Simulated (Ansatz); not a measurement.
# Cobalt, A15 under revPBE: structure and ground-state energy

What does revPBE give for cobalt in the A15 structure? We relax it, then solve it on a dense k-mesh. Spin polarisation is left out, though the real metal is magnetic, so this state lies above the ground state. The k-meshes are 6×6×6 for the relaxation; 8×8×8 for the dense run.

Program: Ansatz 0.2.0. Level of theory: DFT revPBE, plane waves (420 eV) with PAW, scalar-relativistic; the PAW data stem from PBE, with regenerated cores. These are calculated values, not measurements.

**1. Starting point**

It takes space group Pm-3n (No. 223, cubic). The conventional cell has a = 4.458 Å, b = 4.458 Å, c = 4.458 Å, α = 90.00°, β = 90.00°, γ = 90.00°. Around Co (site symmetry m-3) lie 12 Co at 2.49 Å. Around Co (site symmetry -4m2) lie 6 Co at 2.23 to 2.49 Å.

Structure file:

```xyz
8
Lattice="4.4579 0.0000 0.0000 0.0000 4.4579 0.0000 0.0000 0.0000 4.4579" Properties=species:S:1:pos:R:3 pbc="T T T"
Co    0.0000    0.0000    0.0000
Co    2.2289    2.2289    2.2289
Co    1.1145    0.0000    2.2289
Co    3.3434    0.0000    2.2289
Co    2.2289    1.1145    0.0000
Co    2.2289    3.3434    0.0000
Co    0.0000    2.2289    1.1145
Co    0.0000    2.2289    3.3434
```

**2. Geometry optimisation**

Input file input.yaml:

```yaml
crystal:
  lattice:
    - [4.457857647, 0.0, 0.0]
    - [0.0, 4.457857647, 0.0]
    - [0.0, 0.0, 4.457857647]
  atoms:
    - { symbol: Co, position: [0.0, 0.0, 0.0] }
    - { symbol: Co, position: [0.5, 0.5, 0.5] }
    - { symbol: Co, position: [0.25, 0.0, 0.5] }
    - { symbol: Co, position: [0.75, 0.0, 0.5] }
    - { symbol: Co, position: [0.5, 0.25, 0.0] }
    - { symbol: Co, position: [0.5, 0.75, 0.0] }
    - { symbol: Co, position: [0.0, 0.5, 0.25] }
    - { symbol: Co, position: [0.0, 0.5, 0.75] }
hamiltonian:
  xc: revpbe
  pseudopotentials:
    kind: paw
    azcp:
      Co: "pseudopotentials/Co.paw.azcp"
basis:
  ecutwfc: 420
  fft_grid_basis: typed
kpoints:
  mp_grid: { grid: [6, 6, 6], shift: [0, 0, 0] }
magnetization:
  spin_polarized: false
scf:
  occupations: { method: fermi_dirac, width: 0.1 }
relax:
  max_steps: 60
  f_tol: 0.01
  cell: {}
```

Started as:

```
$ ansatz run input.yaml --threads 4 --pin off --max-ram 8192MiB --backend cpu --events-out ev --progress --plain --runs-dir out
```

Log:

```text
Warning: RAYON_NUM_THREADS=4 ignored (pool sized by the plan → 4); use --threads N
Engine: ansatz 0.2.0, aarch64-unknown-linux-gnu
Pseudopotentials: kind: paw
Pseudopotential: Co, paw, valence charge 17, recommended cutoff 420 eV (normal), <dir>
Functional definition: revPBE
  parameter kappa = 1.245
  parameter beta = 0.06672455060314922
  exchange = pbe_x(kappa = kappa, mu = beta*pi^2/3)
  correlation = pbe_c(beta = beta)
Crystal: 8 atoms, lattice volume = 88.589 Å³
Basis set: ecut = 420 eV, 1743 PW (Γ), exchange–correlation on 60×60×60 points (8 copies of the dense FFT grid, shifted against one another)
Bands: 82, of which v1, the nominal top of the filled ones, is band 68 counted from 1 (67 counted from 0)
Symmetry: 48 space group operations
Space group: Pm-3n (ITA 223), of the structure as read, at distance tolerance 4.5e-5 Å
k-points: 20 of 216
Non-local potential: Co, projectors of the file, l = 0: 3, l = 1: 2, l = 2: 3, l = 3: 1
PAW form: soft (Blöchl's): semilocal exchange-correlation on the pseudo side does not see the compensation charge
PAW frozen core: Co, regenerated for the run's functional, and the local potential with it (the file was generated under x = pbe(κ = 0.804, μ = 0.2195149727645171), c = pbe(β = 0.06672455060314922))
PAW one-centre angular grid: Co, 590 points (default); XC on 64 Gauss nodes
Initial density: superposition of atomic densities (neutral atoms: chi_scale 0, normalization atom), corrected by the library's trained network
Initial wavefunctions: pseudopotential atomic-orbital guess
Functional: x = revpbe(κ = 1.245, μ = 0.2195149727645171), c = pbe(β = 0.06672455060314922)
SCF iter   1: F=—  HF=-41034.089710 eV  |F-HF|=—  |Δ(HF+E_count)|=         —  Δρ=1.67e-2  dr2=1.39e-1  ethr=1.77e-3  ⟨swp⟩=4.5  Hψ=4634  notcnv=0  defer=7
preconditioner: auto → Kerker (q_TF=auto, 2.930 Å⁻¹)  [metal: Δε(μ)=0.010 eV  Ē_g=4.743 eV  σ=0.100 eV  W_gap=0.03  n_scr=32 (ndim 8)  ℏωp=33.5 eV  f_vac=0.000  D(μ)=26.52/eV (n_scr^D=618)]
SCF iter   2: F=—  HF=-41034.080062 eV  |F-HF|=—  |Δ(HF+E_count)|=   9.65e-3  Δρ=4.87e-3  dr2=1.65e-2  ethr=1.02e-4  ⟨swp⟩=1.4  Hψ=1980  notcnv=0  defer=12
SCF iter   3: F=—  HF=-41034.079675 eV  |F-HF|=—  |Δ(HF+E_count)|=   3.87e-4  Δρ=1.80e-3  dr2=2.42e-3  ethr=1.21e-5  ⟨swp⟩=1.0  Hψ=1620  notcnv=0  defer=12
SCF iter   4: F=—  HF=-41034.079651 eV  |F-HF|=—  |Δ(HF+E_count)|=   2.36e-5  Δρ=2.98e-4  dr2=3.47e-5  ethr=1.78e-6  ⟨swp⟩=1.0  Hψ=1620  notcnv=0  defer=12
SCF iter   5: F=—  HF=-41034.079112 eV  |F-HF|=—  |Δ(HF+E_count)|=   5.40e-4  Δρ=1.48e-4  dr2=1.05e-5  ethr=2.55e-8  ⟨swp⟩=2.0  Hψ=3003  notcnv=0  defer=12
SCF iter   6: F=—  HF=-41034.079110 eV  |F-HF|=—  |Δ(HF+E_count)|=   1.73e-6  Δρ=3.82e-5  dr2=3.63e-7  ethr=7.75e-9  ⟨swp⟩=2.0  Hψ=2930  notcnv=0  defer=12
SCF iter   7: F=—  HF=-41034.079110 eV  |F-HF|=—  |Δ(HF+E_count)|=   1.94e-7  Δρ=2.71e-5  dr2=6.23e-7  ethr=7.35e-11  ⟨swp⟩=4.3  Hψ=6088  notcnv=0
SCF iter   8: F=-41034.079110 eV  HF=-41034.079110 eV  |F-HF|=1.40e-9  |Δ(HF+E_count)|=   6.92e-9  Δρ=3.12e-6  dr2=6.11e-9  ethr=7.35e-11  ⟨swp⟩=3.0  Hψ=5956  notcnv=0
SCF 1 converged in 8 iterations: F = -41034.079110 eV  dr2 = 6.11e-9
relax step   1: F+E_penalty+E_count = -41034.07910999 eV  Δ(F+E_penalty+E_count) = +0.000e0 eV  max|allowed force component| = 1.901e-17 eV/Å  Δτ_max = 0.0000 Å  P = -4.923 GPa  Ω = 88.589 Å³  (8 SCF iters, dr2 threshold 1.00e-7 eV, accepted)
Crystal: 8 atoms, lattice volume = 87.384 Å³
Initial density: handed on by an earlier stage of this run
Initial wavefunctions: those handed on with the density
iter 1 solved again at ethr=3.65e-6 eV; its pass at ethr=3.10e-3 eV (dr2=4.97e-3 eV) is discarded
SCF iter   1: F=—  HF=-41034.108364 eV  |F-HF|=—  |Δ(HF+E_count)|=         —  Δρ=3.15e-3  dr2=5.42e-3  ethr=3.65e-6  ⟨swp⟩=2.0  Hψ=6335  notcnv=0
preconditioner: auto → Kerker (q_TF=auto, 2.937 Å⁻¹)  [metal: Δε(μ)=0.006 eV  Ē_g=4.805 eV  σ=0.100 eV  W_gap=0.01  n_scr=32 (ndim 8)  ℏωp=33.7 eV  f_vac=0.000  D(μ)=26.01/eV (n_scr^D=586)]
SCF iter   2: F=—  HF=-41034.107398 eV  |F-HF|=—  |Δ(HF+E_count)|=   9.67e-4  Δρ=7.90e-4  dr2=4.27e-4  ethr=3.65e-6  ⟨swp⟩=2.2  Hψ=2121  notcnv=0
SCF iter   3: F=—  HF=-41034.106799 eV  |F-HF|=—  |Δ(HF+E_count)|=   5.98e-4  Δρ=2.46e-4  dr2=3.05e-5  ethr=3.14e-7  ⟨swp⟩=2.0  Hψ=2048  notcnv=0
SCF iter   4: F=—  HF=-41034.106813 eV  |F-HF|=—  |Δ(HF+E_count)|=   1.37e-5  Δρ=1.14e-4  dr2=3.10e-6  ethr=2.24e-8  ⟨swp⟩=2.0  Hψ=2418  notcnv=0
iter 5 did not close the SCF: its close was put off for the readings that it lacked (scf_convergence_deferred on its scf_iter line)
SCF iter   5: F=-41034.106815 eV  HF=-41034.106815 eV  |F-HF|=3.49e-7  |Δ(HF+E_count)|=   2.13e-6  Δρ=4.33e-5  dr2=3.99e-7  ethr=2.28e-9  ⟨swp⟩=3.0  Hψ=2563  notcnv=0
SCF iter   6: F=-41034.106815 eV  HF=-41034.106815 eV  |F-HF|=2.79e-9  |Δ(HF+E_count)|=   9.08e-8  Δρ=5.98e-6  dr2=1.90e-8  ethr=2.93e-10  ⟨swp⟩=2.6  Hψ=5734  notcnv=0
SCF 2 converged in 6 iterations: F = -41034.106815 eV  dr2 = 1.90e-8
relax step   2: F+E_penalty+E_count = -41034.10681519 eV  Δ(F+E_penalty+E_count) = -2.771e-2 eV  max|allowed force component| = 4.373e-17 eV/Å  Δτ_max = 0.0000 Å  P = -2.109 GPa  Ω = 87.384 Å³  energy of the carried Pulay correction = +1.122e-3 eV  (6 SCF iters, dr2 threshold 8.00e-7 eV, accepted)
Crystal: 8 atoms, lattice volume = 86.502 Å³
iter 1 solved again at ethr=2.20e-6 eV; its pass at ethr=3.10e-3 eV (dr2=2.99e-3 eV) is discarded
SCF iter   1: F=—  HF=-41034.114249 eV  |F-HF|=—  |Δ(HF+E_count)|=         —  Δρ=2.31e-3  dr2=2.88e-3  ethr=2.20e-6  ⟨swp⟩=1.1  Hψ=6314  notcnv=0
preconditioner: auto → Kerker (q_TF=auto, 2.942 Å⁻¹)  [metal: Δε(μ)=0.003 eV  Ē_g=4.864 eV  σ=0.100 eV  W_gap=0.01  n_scr=32 (ndim 8)  ℏωp=33.9 eV  f_vac=0.000  D(μ)=25.67/eV (n_scr^D=586)]
SCF iter   2: F=—  HF=-41034.113718 eV  |F-HF|=—  |Δ(HF+E_count)|=   5.31e-4  Δρ=5.79e-4  dr2=2.27e-4  ethr=2.12e-6  ⟨swp⟩=2.0  Hψ=2005  notcnv=0
SCF iter   3: F=—  HF=-41034.113237 eV  |F-HF|=—  |Δ(HF+E_count)|=   4.81e-4  Δρ=1.83e-4  dr2=1.64e-5  ethr=1.67e-7  ⟨swp⟩=2.0  Hψ=2103  notcnv=0
SCF iter   4: F=—  HF=-41034.113246 eV  |F-HF|=—  |Δ(HF+E_count)|=   8.23e-6  Δρ=8.69e-5  dr2=1.86e-6  ethr=1.20e-8  ⟨swp⟩=2.0  Hψ=2788  notcnv=0
iter 5 did not close the SCF: its close was put off for the readings that it lacked (scf_convergence_deferred on its scf_iter line)
SCF iter   5: F=-41034.113246 eV  HF=-41034.113247 eV  |F-HF|=1.26e-7  |Δ(HF+E_count)|=   1.05e-6  Δρ=2.74e-5  dr2=1.72e-7  ethr=1.37e-9  ⟨swp⟩=2.2  Hψ=1953  notcnv=0
SCF iter   6: F=-41034.113247 eV  HF=-41034.113247 eV  |F-HF|=5.09e-10  |Δ(HF+E_count)|=   2.12e-8  Δρ=4.41e-6  dr2=1.10e-8  ethr=1.26e-10  ⟨swp⟩=1.9  Hψ=4958  notcnv=0
SCF 3 converged in 6 iterations: F = -41034.113247 eV  dr2 = 1.10e-8
relax step   3: F+E_penalty+E_count = -41034.11324654 eV  Δ(F+E_penalty+E_count) = -6.431e-3 eV  max|allowed force component| = 5.146e-17 eV/Å  Δτ_max = 0.0000 Å  P = +0.095 GPa  Ω = 86.502 Å³  energy of the carried Pulay correction = +1.952e-3 eV  (6 SCF iters, dr2 threshold 8.00e-7 eV, accepted)
Crystal: 8 atoms, lattice volume = 86.539 Å³
iter 1 solved again at ethr=2.36e-9 eV; its pass at ethr=3.10e-3 eV (dr2=3.21e-6 eV) is discarded
SCF iter   1: F=—  HF=-41034.113676 eV  |F-HF|=—  |Δ(HF+E_count)|=         —  Δρ=9.53e-5  dr2=4.86e-6  ethr=2.36e-9  ⟨swp⟩=2.0  Hψ=6170  notcnv=0
preconditioner: auto → Kerker (q_TF=auto, 2.942 Å⁻¹)  [metal: Δε(μ)=0.003 eV  Ē_g=4.861 eV  σ=0.100 eV  W_gap=0.01  n_scr=32 (ndim 8)  ℏωp=33.9 eV  f_vac=0.000  D(μ)=25.73/eV (n_scr^D=586)]
SCF iter   2: F=—  HF=-41034.113222 eV  |F-HF|=—  |Δ(HF+E_count)|=   4.54e-4  Δρ=2.43e-5  dr2=4.01e-7  ethr=2.36e-9  ⟨swp⟩=2.0  Hψ=2342  notcnv=0
SCF iter   3: F=—  HF=-41034.113222 eV  |F-HF|=—  |Δ(HF+E_count)|=   6.95e-8  Δρ=7.43e-6  dr2=2.67e-8  ethr=2.95e-10  ⟨swp⟩=2.0  Hψ=2044  notcnv=0
iter 4 did not close the SCF: its close was put off for the readings that it lacked (scf_convergence_deferred on its scf_iter line)
SCF iter   4: F=-41034.113222 eV  HF=-41034.113222 eV  |F-HF|=2.01e-9  |Δ(HF+E_count)|=   1.64e-8  Δρ=3.74e-6  dr2=3.11e-9  ethr=1.96e-11  ⟨swp⟩=2.0  Hψ=3047  notcnv=0
iter 5 did not close the SCF: its close was put off for the readings that it lacked (scf_convergence_deferred on its scf_iter line)
SCF iter   5: F=-41034.113222 eV  HF=-41034.113222 eV  |F-HF|=1.51e-9  |Δ(HF+E_count)|=   2.97e-9  Δρ=2.42e-6  dr2=1.36e-9  ethr=2.29e-12  ⟨swp⟩=2.1  Hψ=2944  notcnv=0
SCF iter   6: F=-41034.113222 eV  HF=-41034.113222 eV  |F-HF|=2.18e-11  |Δ(HF+E_count)|=  4.73e-10  Δρ=1.24e-7  dr2=3.86e-12  ethr=1.00e-12  ⟨swp⟩=2.0  Hψ=4961  notcnv=0
SCF 4 converged in 6 iterations: F = -41034.113222 eV  dr2 = 3.86e-12
relax step   4: F+E_penalty+E_count = -41034.11322194 eV  Δ(F+E_penalty+E_count) = +2.461e-5 eV  max|allowed force component| = 4.597e-17 eV/Å  Δτ_max = 0.0000 Å  P = -0.001 GPa  Ω = 86.539 Å³  energy of the carried Pulay correction = +1.917e-3 eV  (6 SCF iters, dr2 threshold 2.25e-8 eV, accepted)
Initial wavefunctions: pseudopotential atomic-orbital guess (no wavefunctions were taken with the density)
iter 1 solved again at ethr=3.76e-8 eV; its pass at ethr=3.10e-3 eV (dr2=5.12e-5 eV) is discarded
SCF iter   1: F=—  HF=-41034.111949 eV  |F-HF|=—  |Δ(HF+E_count)|=         —  Δρ=1.55e-4  dr2=2.53e-6  ethr=3.76e-8  ⟨swp⟩=3.4  Hψ=9633  notcnv=0
SCF iter   2: F=—  HF=-41034.111483 eV  |F-HF|=—  |Δ(HF+E_count)|=   4.66e-4  Δρ=8.32e-5  dr2=8.02e-7  ethr=1.86e-9  ⟨swp⟩=2.1  Hψ=2600  notcnv=0
SCF iter   3: F=—  HF=-41034.111483 eV  |F-HF|=—  |Δ(HF+E_count)|=   1.68e-7  Δρ=5.99e-6  dr2=8.59e-9  ethr=5.90e-10  ⟨swp⟩=2.0  Hψ=1800  notcnv=0
SCF iter   4: F=—  HF=-41034.111483 eV  |F-HF|=—  |Δ(HF+E_count)|=   7.14e-9  Δρ=1.72e-6  dr2=1.31e-9  ethr=6.32e-12  ⟨swp⟩=2.0  Hψ=3049  notcnv=0
SCF iter   5: F=—  HF=-41034.111483 eV  |F-HF|=—  |Δ(HF+E_count)|=   1.40e-9  Δρ=1.25e-6  dr2=7.32e-10  ethr=1.00e-12  ⟨swp⟩=2.0  Hψ=3027  notcnv=0
SCF iter   6: F=-41034.111483 eV  HF=-41034.111483 eV  |F-HF|=3.64e-11  |Δ(HF+E_count)|=  4.37e-11  Δρ=2.97e-7  dr2=3.53e-11  ethr=1.00e-12  ⟨swp⟩=3.1  Hψ=6140  notcnv=0
SCF 5 converged in 6 iterations: F = -41034.111483 eV  dr2 = 3.53e-11
relax step   5: F+E_penalty+E_count = -41034.11148290 eV  Δ(F+E_penalty+E_count) = +1.739e-3 eV  max|allowed force component| = 4.792e-17 eV/Å  Δτ_max = 0.0000 Å  P = -0.009 GPa  Ω = 86.539 Å³  stress off target by 9.14e-3 GPa  SCF on the basis re-selected at this cell (its energy is not comparable with the rows above)  (6 SCF iters)
basis re-selected at this cell: Δ(F+E_penalty+E_count) = +1.739e-3 eV, ΔP = -0.008 GPa vs the last step (what re-selecting the basis moved, of the pressure what is left beyond the Pulay correction that the steps carried, after the strain that the cell walked since its last selection, with what the two solves' SCF thresholds leave and, on support functions, any second-order correction that the steps lacked; it is no measure of the basis error at this ecutwfc). This SCF's stress stands 9.14e-3 GPa from its target on what of the cell is left free (relax.cell.stress_tol is 5.00e-2 GPa) and its largest allowed force component is 4.79e-17 eV/Å (relax.f_tol is 1.00e-2 eV/Å): within both
SCF converged after 6 iterations
Free energy (F): -41034.111483 eV
Harris-Foulkes:  -41034.111483 eV  (|F-HF|=3.64e-11)
Internal energy: -41033.285449 eV  (E = F + TS)
E sigma→0 (E₀):  -41033.698466 eV
Entropy (-TS):   -0.826034 eV (-103.254 meV/atom)
Fermi energy:    18.775275 eV
--- Per-component energies (eV) ---
  E_band       = -1931.739490
  E_kinetic    = 3634.819868
  E_local      = -22725.281052  (includes V_loc(G=0)·N_el)
  E_nonlocal   = 3629.165950
  E_hartree    = 9539.375544
  E_xc         = -1273.541653
  E_vxc        = -1641.781952  (∫ρ·V_xc dr)
  E_paw        = -12147.827144  (= ΣΔE_a)
  E_vpaw       = -3907.414930  (= ΣTr[D̂ρ^β])
  E_aug_tail   = 0.000896  (compensation charges beyond the density's cutoff)
  E_ewald      = -21689.734224
  E_core_change = -0.263632  (= ΣΔE_core)
  E_smearing   = -0.826034  (= −TS)
  E_closure    = 0.000000  (closes the sum)
  Σ components = -41034.111483   (vs F -41034.111483, Δ=0.00e0)
--- Forces (eV/Å), atoms counted from 1 ---
  atom   1  Co    -0.00000000    -0.00000000     0.00000000
  atom   2  Co     0.00000000     0.00000000     0.00000000
  atom   3  Co    -0.00000000    -0.00000000     0.00000000
  atom   4  Co    -0.00000000     0.00000000    -0.00000000
  atom   5  Co     0.00000000     0.00000000    -0.00000000
  atom   6  Co    -0.00000000     0.00000000     0.00000000
  atom   7  Co     0.00000000     0.00000000     0.00000000
  atom   8  Co    -0.00000000    -0.00000000    -0.00000000
  max |Σ_I F_I| component: 9.83e-18 eV/Å
--- Stress (GPa, compression-positive) ---
       -0.009143      -0.000000      -0.000000
       -0.000000      -0.009143       0.000000
       -0.000000       0.000000      -0.009143
  P = ⅓ Tr σ = -0.0091 GPa (-0.091 kbar)
--- Relaxed structure (4 steps of the walk, 4 accepted, 1 SCFs on fresh bases) ---
  F+E_penalty+E_count = -41034.11148290 eV   max|allowed force component| = 4.792e-17 eV/Å   (the final SCF, on the basis selected at the relaxed cell)
  cell:  # Å, volume = 86.5395 Å³
    - [4.423215499213656, 3.871921659028505e-34, 6.219148778750448e-35]
    - [2.5879683627703486e-34, 4.423215499213656, 0.0]
    - [9.429032019395842e-35, 3.209883240645393e-35, 4.423215499213656]
  atoms:
    - { symbol: Co, position: [2.9181739703721814e-35, 3.289977461175627e-36, -4.556570440484755e-36] }
    - { symbol: Co, position: [0.5, 0.5, 0.5] }
    - { symbol: Co, position: [0.25, 1.8584021763728628e-35, 0.5] }
    - { symbol: Co, position: [0.75, -6.782205473731561e-35, 0.5] }
    - { symbol: Co, position: [0.5, 0.25, 2.1545265169205693e-35] }
    - { symbol: Co, position: [0.5, 0.75, -3.656507143598878e-36] }
    - { symbol: Co, position: [4.4482815750781745e-35, 0.5, 0.25] }
    - { symbol: Co, position: [4.808306893832525e-35, 0.5, 0.75] }
```

Wall time 8.5 s (4 threads of Arm Neoverse V2, shared host); peak memory 0.51 GiB.

The walk, from the log:

```tsv
step	energy change (meV/atom)	largest force (eV/Å)	pressure (GPa)	volume (Å³/atom)
1	0.00	0.0000	-4.92	11.074
2	-3.46	0.0000	-2.11	10.923
3	-4.27	0.0000	0.09	10.813
4	-4.26	0.0000	0.00	10.817
5	-4.05	0.0000	-0.01	10.817
```

Steps that repeat a cell are solved on a basis chosen anew, so their changes of energy are no gain of the relaxation.

The cell of the run, before and after:

|  | before | after | change |
| --- | --- | --- | --- |
| a (Å) | 4.458 | 4.423 | -0.8 % |
| b (Å) | 4.458 | 4.423 | -0.8 % |
| c (Å) | 4.458 | 4.423 | -0.8 % |
| volume (Å³/atom) | 11.074 | 10.817 | -2.3 % |
| shortest distance (Å) | 2.229 | 2.212 | -0.8 % |
| space group (spins left aside) | Pm-3n | Pm-3n | same |

**3. Single point on a dense mesh**

Input file input.yaml:

```yaml
crystal:
  lattice:
    - [4.4232154992, 0.0, 0.0]
    - [0.0, 4.4232154992, 0.0]
    - [0.0, 0.0, 4.4232154992]
  atoms:
    - { symbol: Co, position: [0.0, 0.0, 1.0] }
    - { symbol: Co, position: [0.5, 0.5, 0.5] }
    - { symbol: Co, position: [0.25, 0.0, 0.5] }
    - { symbol: Co, position: [0.75, 1.0, 0.5] }
    - { symbol: Co, position: [0.5, 0.25, 0.0] }
    - { symbol: Co, position: [0.5, 0.75, 1.0] }
    - { symbol: Co, position: [0.0, 0.5, 0.25] }
    - { symbol: Co, position: [0.0, 0.5, 0.75] }
hamiltonian:
  xc: revpbe
  pseudopotentials:
    kind: paw
    azcp:
      Co: "pseudopotentials/Co.paw.azcp"
basis:
  ecutwfc: 420
  fft_grid_basis: typed
kpoints:
  mp_grid: { grid: [8, 8, 8], shift: [0, 0, 0] }
magnetization:
  spin_polarized: false
scf:
  occupations: { method: fermi_dirac, width: 0.1 }
```

Started as:

```
$ ansatz run input.yaml --threads 4 --pin off --max-ram 8192MiB --backend cpu --events-out ev --progress --plain --runs-dir out
```

Log, shortened:

```text
Warning: RAYON_NUM_THREADS=4 ignored (pool sized by the plan → 4); use --threads N
[...]
[... 3 set-up lines as earlier in the session ...]
[...]
Crystal: 8 atoms, lattice volume = 86.539 Å³
Basis set: ecut = 420 eV, 1743 PW (Γ)
Bands: 82, of which v1, the nominal top of the filled ones, is band 68 counted from 1 (67 counted from 0)
[... 1 set-up line as earlier in the session ...]
Space group: Pm-3n (ITA 223), of the structure as read, at distance tolerance 4.4e-5 Å
k-points: 35 of 512
[...]
SCF iter   1: F=—  HF=-41034.112244 eV  |F-HF|=—  |Δ(HF+E_count)|=         —  Δρ=1.58e-2  dr2=1.06e-1  ethr=1.77e-3  ⟨swp⟩=4.5  Hψ=8092  notcnv=0  defer=17
[...]
SCF iter   8: F=-41034.101420 eV  HF=-41034.101420 eV  |F-HF|=1.24e-8  |Δ(HF+E_count)|=   5.54e-9  Δρ=5.68e-6  dr2=1.79e-8  ethr=7.35e-11  ⟨swp⟩=1.0  Hψ=5849  notcnv=0
[...]
SCF converged after 8 iterations
Free energy (F): -41034.101420 eV
[...]
E sigma→0 (E₀):  -41033.680938 eV
Entropy (-TS):   -0.840965 eV (-105.121 meV/atom)
Fermi energy:    18.780316 eV
[...]
```

Wall time 2.9 s (4 threads of Arm Neoverse V2, shared host); peak memory 0.54 GiB.

**4. What came out**

| quantity | value |
| --- | --- |
| space group (spins left aside) | Pm-3n (No. 223) |
| conventional cell | a = 4.423 Å |
| volume | 10.817 Å³/atom |
| shortest distance | 2.212 Å |
| gap on the mesh | none (levels filled in part) |
| relative to hcp, ferromagnetic | +424 meV/atom |

The relaxation shrank the cell by 2.3 % in volume. Against the reference form of cobalt (hcp, ferromagnetic, computed apart with the same settings) it stands 424 meV/atom higher; part of this is magnetic energy, as this run has no moments. Levels at the Fermi energy are filled in part, as in a metal. The symmetry was held, so the structure may be unstable against distortions that break it.
